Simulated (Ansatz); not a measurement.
The system is CsBr.

```
CELL_PARAMETERS angstrom
4.32562 0.00000 0.00000
0.00000 4.32562 0.00000
0.00000 0.00000 4.32562
ATOMIC_POSITIONS crystal
Cs 0.00000 0.00000 0.00000
Br 0.50000 0.50000 0.50000
```

The cell comes from a database or a generator and needn't be the stable form of this composition.

Program: Ansatz 0.2.0. Alike in all runs: task band structure; potentials or basis Ansatz PAW; no spin polarisation; cell as given; k mesh 6 × 6 × 6; smearing fermi-dirac 0.05 eV.

Q: Order these runs on this cell by their band gap on the k mesh, lowest first.
A. level PBE; cutoff (eV) 420
B. level LDA; cutoff (eV) 420
C. level r2SCAN; cutoff (eV) 500
D. level PBEsol; cutoff (eV) 420

A: B (4.03 eV), D (4.23 eV), A (4.42 eV), C (5.18 eV).

Caveats: spin-orbit coupling is left out, which moves the levels of the heavy elements.

